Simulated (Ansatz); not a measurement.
# Li (beta tin type): the cost of one run

Computed with Ansatz 0.2.0 (DFT PBE, with the methods named in each step, unless a step's input says otherwise).

## (1) Starting point

The structure is tetragonal, space group I4_1/amd (No. 141). Conventional cell: a = 5.317 Å, b = 5.317 Å, c = 2.876 Å, α = 90.00°, β = 90.00°, γ = 90.00°. Li (site symmetry -4m2) is surrounded by 6 Li at 2.75 to 2.88 Å.

As a file:

```xyz
2
Lattice="-2.6583 2.6583 1.4380 2.6583 -2.6583 1.4380 2.6583 2.6583 -1.4380" Properties=species:S:1:pos:R:3 pbc="T T T"
Li    0.0000   -1.3292   -0.3595
Li    0.0000    1.3292    0.3595
```

Whether this phase is the stable one at these pressures isn't tested.

Atoms are numbered in the order of the input: Li1, Li2.

## (2) The reference volume, LAPW

Contents of input.yaml:

```yaml
crystal:
  lattice:
    - [-2.6583283455, 2.6583283455, 1.4380301198]
    - [2.6583283455, -2.6583283455, 1.4380301198]
    - [2.6583283455, 2.6583283455, -1.4380301198]
  atoms:
    - { symbol: Li, position: [-0.375, -0.125, -0.25] }
    - { symbol: Li, position: [0.375, 0.125, 0.25] }
kpoints:
  mp_grid: { grid: [15, 15, 15] }
  band_path:
    path:
      - [0.0, 0.0, 0.0]
      - [0.0, 0.0, 0.5]
      - [-0.5, 0.5, 0.5]
      - [0.0, 0.0, 0.0]
      - [0.3231574787, 0.3231574787, -0.3231574787]
      - [-0.3231574787, 0.6768425213, 0.3231574787]
      - [-0.5, 0.5, 0.5]
      - [0.0, 0.0, 0.5]
      - [0.25, 0.25, 0.25]
    npoints: 14
scf:
  occupations: { method: fermi_dirac, width: 0.08 }
hamiltonian:
  xc: pbe
  pseudopotentials: { kind: all_electron, lapw: { basis_error: 0.001 } }
output:
  forces: true
  stress: true
  eigenvalues: true
  populations: true
  dos: { projected: true, de: 0.2, e_range: [-14, 8] }
```

Command:

```sh
ansatz run input.yaml --threads 1 --pin off --max-ram 2048MiB --backend cpu --events-out ev --progress --plain --runs-dir out
```

Q: Estimate wall time and peak memory on 1 thread of Arm Neoverse V1, shared host.

About 8.1 s, with a peak of 0.25 GiB.
